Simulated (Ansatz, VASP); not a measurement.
# SrCl2 in VASP and in Ansatz

```
CELL_PARAMETERS angstrom
0.00000 3.51921 3.51921
3.51921 0.00000 3.51921
3.51921 3.51921 0.00000
ATOMIC_POSITIONS crystal
Sr 0.00000 0.00000 0.00000
Cl 0.25000 0.25000 0.25000
Cl 0.75000 0.75000 0.75000
```

Alike in both runs: functional PBE; k mesh 6 × 6 × 6; occupations gaussian, width 0.02 eV; no spin polarisation.

Ansatz relaxed the structure, and its values are those at the end. VASP's run is a single point on that final structure, the one shown.

|  | VASP | Ansatz |
| --- | --- | --- |
| version | VASP 6.6.1 | Ansatz 0.2.0 |
| potentials or method | VASP PAW PBE potentials, release 64 (Sr_sv, Cl) | scalar-relativistic, plane waves, PAW |
| plane-wave cutoff (eV) | 520 | 420 |
| valence electrons in the cell | 24 | 24 |

Ansatz gave:

```
gap on the k mesh at the Fermi level (eV) : 5.24
least direct gap on the mesh (eV)         : 5.52
pressure (GPa)                            : 0.0
```

Q: Estimate VASP's values.

A: gap on the k mesh at the Fermi level (eV): 5.24; least direct gap on the mesh (eV): 5.51; pressure (GPa): 0.1.

With one functional, cell and mesh, what is left measures potentials, basis and numerics.

A k mesh can miss the band edges. Expect the measured gap to be larger: semilocal functionals such as PBE lack the derivative discontinuity.
